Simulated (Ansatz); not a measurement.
Wanted: the native input for an Ansatz 0.2.0 run.

- Task: band structure
- Functional: PBEsol
- Potentials or basis: all-electron LAPW, scalar-relativistic
- Cutoff: 175 eV (chosen from the basis error)
- Basis error allowed: 0.001 eV/atom
- k mesh: 11 × 11 × 11
- Occupations: fermi-dirac, width 0.05 eV
- Spin: no spin polarisation

LiH:

```
Li H
1.0
     0.00000    2.03675    2.03675
     2.03675    0.00000    2.03675
     2.03675    2.03675    0.00000
Li H
1 1
Direct
  0.00000 0.00000 0.00000
  0.50000 0.50000 0.50000
```

The input as run:

input.yaml

```yaml
crystal:
  lattice:
    - [0.0, 2.03675, 2.03675]
    - [2.03675, 0.0, 2.03675]
    - [2.03675, 2.03675, 0.0]
  atoms:
    - { symbol: Li, position: [0.0, 0.0, 0.0] }
    - { symbol: H, position: [0.5, 0.5, 0.5] }
kpoints:
  mp_grid: { grid: [11, 11, 11] }
  band_path:
    path:
      - [0.0, 0.0, 0.0]
      - [0.5, 0.0, 0.5]
      - [0.5, 0.25, 0.75]
      - [0.375, 0.375, 0.75]
      - [0.0, 0.0, 0.0]
      - [0.5, 0.5, 0.5]
      - [0.625, 0.25, 0.625]
      - [0.5, 0.25, 0.75]
    npoints: 10
scf:
  occupations: { method: fermi_dirac, width: 0.05 }
hamiltonian:
  xc: pbesol
  pseudopotentials: { kind: all_electron, lapw: { basis_error: 0.001 } }
output:
  forces: true
  stress: true
  eigenvalues: true
```

Potentials or basis: all-electron LAPW, scalar-relativistic.

Launch:

```sh
$ ansatz run input.yaml --threads 1 --pin off --max-ram 3072MiB --backend cpu --events-out ev --progress --plain --runs-dir out
```

It gave:

- Pressure: -2.3 GPa
- Band gap on the k mesh: 2.98 eV, direct
- Band gap along the path: 2.79 eV, direct

Caveat: the mesh misses the band edges, which the band path finds closer together.

It took 2.6 s on 1 thread of Arm Neoverse V1 (shared host), peak memory 0.19 GiB.
